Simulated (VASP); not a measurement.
GaSb:

```
CELL_PARAMETERS angstrom
0.00000 3.05900 3.05900
3.05900 0.00000 3.05900
3.05900 3.05900 0.00000
ATOMIC_POSITIONS crystal
Sb 0.75000 0.75000 0.75000
Ga 0.00000 0.00000 0.00000
```

Base run:

- Program: VASP 6.6.1
- Functional: BLYP
- Potentials or basis: VASP PAW PBE potentials, release 64 (Sb, Ga_d)
- Cutoff: 520 eV
- k mesh: 8 × 8 × 8
- Occupations: fermi-dirac, width 0.05 eV
- Spin: no spin polarisation

Its results: pressure 5.6 GPa.

Problem. After a change of settings the same cell gave: pressure 0.3 GPa. Which change was it?
A. functional from BLYP to RPBE
B. functional from BLYP to PW91
C. functional from BLYP to AM05
D. functional from BLYP to TPSS; further incar settings from ALGO = Fast; EDIFF = 1e-06 to ALGO = Normal; EDIFF = 1e-06

Solution. C.

AM05 binds more tightly than BLYP, so the same cell stands under less pressure.

Caveats: the PAW data sets were made with another functional, which shifts forces and pressure a little.

Runs at the PBE level aren't shown here.
